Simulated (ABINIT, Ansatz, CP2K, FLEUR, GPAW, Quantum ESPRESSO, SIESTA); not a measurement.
## Code comparison for MgF2 (P4_2/mnm, 6 atoms in the cell)

Self-consistent single point, at a second geometry (lattice scaled by 0.98). First geometry:

```
MgF2
1.0
    4.73273     0.00000     0.00000
    0.00000     4.73273     0.00000
    0.00000     0.00000     3.12442
Mg F
2 4
Direct
  0.00000   0.00000   0.00000
  0.50000   0.50000   0.50000
  0.30300   0.30300   0.00000
  0.80300   0.19700   0.50000
  0.19700   0.80300   0.50000
  0.69700   0.69700   0.00000
```

Shared settings, as Ansatz (a program for electronic structure) writes them: kpoints.mp_grid.grid = 4 4 6; scf.occupations.method = fermi_dirac; scf.occupations.width = 0.02 eV. Potentials and cutoffs stand in the table.

| code | model | ΔF from the first geometry (meV/atom) | pressure (GPa) | largest force (eV/Å) | gap on the mesh (eV) | cutoff |
|---|---|---|---|---|---|---|
| FLEUR | PBE, all-electron FLAPW (FLEUR), scalar-relativistic valence | 2.5 | – | 0.007 | 7.242 | Kmax 4.3 1/bohr |
| SIESTA | GGA PBE, numerical atomic orbitals DZP, PseudoDojo PBE standard norm-conserving potentials (rewritten from UPF to PSML) | -14.5 | -0.08 | 0.058 | 6.835 | grid 300 Ry |
| CP2K | PBE, GPW, DZVP-MOLOPT-SR-GTH basis, GTH-PBE potentials (GTH_POTENTIALS) | 12.2 | 6.48 | 0.097 | 6.915 | grid 1000 Ry |
| Quantum ESPRESSO | PBE, SSSP 1.1.2 efficiency (PBE) pseudopotentials | 0.4 | 2.72 | 0.007 | 7.042 | 40 Ry |
| ABINIT | PBE, norm-conserving pseudopotentials (PseudoDojo nc-sr-05 PBE standard) | 1.4 | 3.34 | 0.006 | 7.088 | 42 Ha |
| Ansatz | PBE, default PAW files | 2.1 | 2.89 | 0.009 | 7.072 | default |
| GPAW | PBE, GPAW PAW datasets PBE (gpaw-data 1.0.1) | 2.6 | – | 0.010 | 7.067 | 950 eV |

For Quantum ESPRESSO (by 0.4 GPa) and Ansatz (by 0.6 GPa) the energy change implies a higher mean pressure, against the two pressures, than for the other programs: a sign of finite-basis (Pulay) stress.

A dash marks a value that a program does not give, or that is left out as unsure.

Gaps are read on the mesh.

The spread over the programs that give each value: ΔF from the first geometry within 26.7 meV/atom; pressure within 6.56 GPa; largest force within 0.091 eV/Å; gap on the mesh within 0.407 eV.

SIESTA and CP2K use small atom-centred bases, whose incompleteness enters pressures, forces and empty levels differently from a plane-wave cutoff. FLEUR treats all electrons, but the usual bases taken here (sphere radii, linearisation, local orbitals, empty states) were not tested for convergence, so the values are no reference for the others. Ansatz's pressure is given at a fixed set of plane waves, as the other plane-wave codes print theirs; with its correction for the finite basis it is 3.56 GPa (the shift of 0.67 GPa shows how far the cutoff is from converged). The pressure of GPAW is left out: its cutoff lies under the one at which its stress was checked. In the pressure, SIESTA (by 2.97) and CP2K (by 3.59) lie more than 1 GPa from the median of the plane-wave programs. In the gap, FLEUR (by 0.172), SIESTA (by 0.234) and CP2K (by 0.154) lie more than 0.12 eV from the median of the plane-wave programs. In the force vectors, CP2K (by 0.089) lies more than 0.08 eV/Å from the median of the plane-wave programs.

The starting cell has typed, rounded lattice constants, without a prior relaxation at this level. Its lattice was rescaled by a random factor within 2.5 % of one. For this run, on top of that: lattice scaled by 0.98.

Left out of this page: Elk (unsound by tests on forces, stress, charge or solver warnings).

Keys are those of Ansatz 0.2.
